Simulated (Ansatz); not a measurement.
The system is Sc.

```
Sc
1.0
     0.00000    2.26000    2.26000
     2.26000    0.00000    2.26000
     2.26000    2.26000    0.00000
Sc
1
Direct
  0.00000 0.00000 0.00000
```

This isn't the form of Sc at room conditions, which is hcp.

A run of Ansatz 0.2.0 on this cell left the log below. Logs are shortened: lines on timing, memory, paths and dates and some standing lists are left out, and cuts for length are marked.

```text
Warning: RAYON_NUM_THREADS=2 ignored (pool sized by the plan → 2); use --threads N
Engine: ansatz 0.2.0, aarch64-unknown-linux-gnu
Pseudopotentials: kind: paw
Pseudopotential: Sc, paw, valence charge 11, recommended cutoff 420 eV (normal), Sc.paw.azcp
Functional definition: revPBE
  parameter kappa = 1.245
  parameter beta = 0.06672455060314922
  exchange = pbe_x(kappa = kappa, mu = beta*pi^2/3)
  correlation = pbe_c(beta = beta)
Crystal: 1 atoms, lattice volume = 23.086 Å³
Basis set: ecut = 420 eV, 459 PW (Γ), exchange–correlation on 48×48×48 points (8 copies of the dense FFT grid, shifted against one another)
Bands: 10, of which v1, the nominal top of the filled ones, is band 6 counted from 1 (5 counted from 0)
Symmetry: 48 space group operations
Space group: Fm-3m (ITA 225), of the structure as read, at distance tolerance 2.8e-5 Å
k-points: 47 of 1000
Non-local potential: Sc, projectors of the file, l = 0: 3, l = 1: 2, l = 2: 3, l = 3: 1
PAW form: soft (Blöchl's): semilocal exchange-correlation on the pseudo side does not see the compensation charge
PAW frozen core: Sc, regenerated for the run's functional, and the local potential with it (the file was generated under x = pbe(κ = 0.804, μ = 0.2195149727645171), c = pbe(β = 0.06672455060314922))
PAW one-centre angular grid: Sc, 590 points (default); XC on 64 Gauss nodes
Initial density: superposition of atomic densities (neutral atoms: chi_scale 0, normalization atom), corrected by the library's trained network
Initial wavefunctions: pseudopotential atomic-orbital guess
Functional: x = revpbe(κ = 1.245, μ = 0.2195149727645171), c = pbe(β = 0.06672455060314922)
SCF iter   1: F=—  HF=-2138.836678 eV  |F-HF|=—  |Δ(HF+E_count)|=         —  Δρ=1.26e-3  dr2=1.33e-4  ethr=1.77e-3  ⟨swp⟩=4.1  Hψ=2407  notcnv=0
preconditioner: auto → none  [metal: Δε(μ)=0.049 eV  Ē_g=4.097 eV  σ=0.050 eV  W_gap=0.23  n_scr=8 (ndim 8)  ℏωp=13.4 eV  f_vac=0.000  D(μ)=2.00/eV (n_scr^D=26)  sad-step TF]
SCF iter   2: F=—  HF=-2138.836528 eV  |F-HF|=—  |Δ(HF+E_count)|=   1.51e-4  Δρ=7.21e-4  dr2=4.64e-5  ethr=1.21e-6  ⟨swp⟩=2.4  Hψ=1015  notcnv=0
SCF iter   3: F=—  HF=-2138.836619 eV  |F-HF|=—  |Δ(HF+E_count)|=   9.17e-5  Δρ=2.91e-4  dr2=1.77e-5  ethr=4.22e-7  ⟨swp⟩=2.0  Hψ=679  notcnv=0
SCF iter   4: F=—  HF=-2138.836616 eV  |F-HF|=—  |Δ(HF+E_count)|=   3.56e-6  Δρ=6.14e-5  dr2=9.51e-7  ethr=1.61e-7  ⟨swp⟩=2.7  Hψ=733  notcnv=0
iter 5 did not close the SCF: its close was put off for the readings that it lacked (scf_convergence_deferred on its scf_iter line)
[... 42 lines left out ...]
basis re-selected at this cell: Δ(F+E_penalty+E_count) = -3.928e-4 eV, ΔP = -0.011 GPa vs the last step (what re-selecting the basis moved, of the pressure what is left beyond the Pulay correction that the steps carried, after the strain that the cell walked since its last selection, with what the two solves' SCF thresholds leave and, on support functions, any second-order correction that the steps lacked; it is no measure of the basis error at this ecutwfc). This SCF's stress stands 1.00e-2 GPa from its target on what of the cell is left free (relax.cell.stress_tol is 5.00e-2 GPa) and its largest allowed force component is 0.00e0 eV/Å (relax.f_tol is 1.00e-2 eV/Å): within both
SCF converged after 5 iterations
Free energy (F): -2138.874313 eV
Harris-Foulkes:  -2138.874313 eV  (|F-HF|=4.55e-13)
Internal energy: -2138.855434 eV  (E = F + TS)
E sigma→0 (E₀):  -2138.864874 eV
Entropy (-TS):   -0.018879 eV (-18.879 meV/atom)
Fermi energy:    9.035130 eV
--- Per-component energies (eV) ---
  E_band       = -172.645711
  E_kinetic    = 259.947036
  E_local      = -855.778139  (includes V_loc(G=0)·N_el)
  E_nonlocal   = 82.447762
  E_hartree    = 292.438798
  E_xc         = -104.104246
  E_vxc        = -128.525989  (∫ρ·V_xc dr)
  E_paw        = -958.308416  (= ΣΔE_a)
  E_vpaw       = -115.614020  (= ΣTr[D̂ρ^β])
  E_aug_tail   = 0.000011  (compensation charges beyond the density's cutoff)
  E_ewald      = -855.460388
  E_core_change = -0.037851  (= ΣΔE_core)
  E_smearing   = -0.018879  (= −TS)
  E_closure    = -0.000000  (closes the sum)
  Σ components = -2138.874313   (vs F -2138.874313, Δ=0.00e0)
--- Forces (eV/Å), atoms counted from 1 ---
  atom   1  Sc    -0.00000000    -0.00000000    -0.00000000
  max |Σ_I F_I| component: 3.29e-32 eV/Å
--- Stress (GPa, compression-positive) ---
       -0.010018       0.000000       0.000000
        0.000000      -0.010018       0.000000
        0.000000       0.000000      -0.010018
  P = ⅓ Tr σ = -0.0100 GPa (-0.100 kbar)
--- Band table (eV; the first three rows and the last of 47) ---
  k-point 0: bands = ["-40.5918", "-18.9728", "-18.9728", "-18.9728", "3.9132", "10.5893", "10.5893", "10.5893", "11.9071", "11.9071"]
  k-point 1: bands = ["-40.5869", "-19.0070", "-18.9772", "-18.9772", "4.1566", "10.4132", "10.6740", "10.6740", "11.8510", "11.8510"]
  k-point 2: bands = ["-40.5743", "-19.0957", "-18.9888", "-18.9888", "4.8474", "9.9968", "10.7991", "10.7991", "11.8386", "11.8386"]
  k-point 46: bands = ["-40.5244", "-19.2308", "-19.1683", "-19.1014", "8.3122", "8.9605", "9.5667", "11.6063", "12.9699", "14.9282"]
--- Relaxed structure (4 steps of the walk, 4 accepted, 1 SCFs on fresh bases) ---
  F+E_penalty+E_count = -2138.87431333 eV   max|allowed force component| = 0.000e0 eV/Å   (the final SCF, on the basis selected at the relaxed cell)
  cell:  # Å, volume = 25.4472 Å³
    - [7.523635267322395e-34, 2.334551990059809, 2.334551990059809]
    - [2.334551990059809, 7.252943628074817e-34, 2.334551990059809]
    - [2.334551990059809, 2.334551990059809, 2.286946275701967e-34]
  atoms:
    - { symbol: Sc, position: [0.0, 0.0, 0.0] }
```

Write the input and the command behind it.

Relaxation of cell and atoms with revPBE, no spin polarisation. The files as run (others can give the same):

input.yaml
```yaml
crystal:
  lattice:
    - [0.0, 2.26, 2.26]
    - [2.26, 0.0, 2.26]
    - [2.26, 2.26, 0.0]
  atoms:
    - { symbol: Sc, position: [0.0, 0.0, 0.0] }
hamiltonian:
  xc: revpbe
  pseudopotentials: { kind: paw }
kpoints:
  mp_grid: { grid: [10, 10, 10] }
scf:
  occupations: { method: fermi_dirac, width: 0.05 }
output:
  forces: true
  stress: true
  eigenvalues: true
relax:
  f_tol: 0.01
  max_steps: 40
  cell: { stress_tol: 0.05 }
```

Potentials or basis: Ansatz PAW.
The run is started by
```bash
$ ansatz run input.yaml --threads 2 --pin off --max-ram 5632MiB --backend cpu --events-out ev --progress --plain --runs-dir out
```

Caveat: the plane-wave basis is chosen anew once the cell has moved, so the energies of steps on either side of that aren't comparable; the PAW data sets come from PBE, with cores solved anew for the run's functional, which leaves a small shift of forces and pressure.
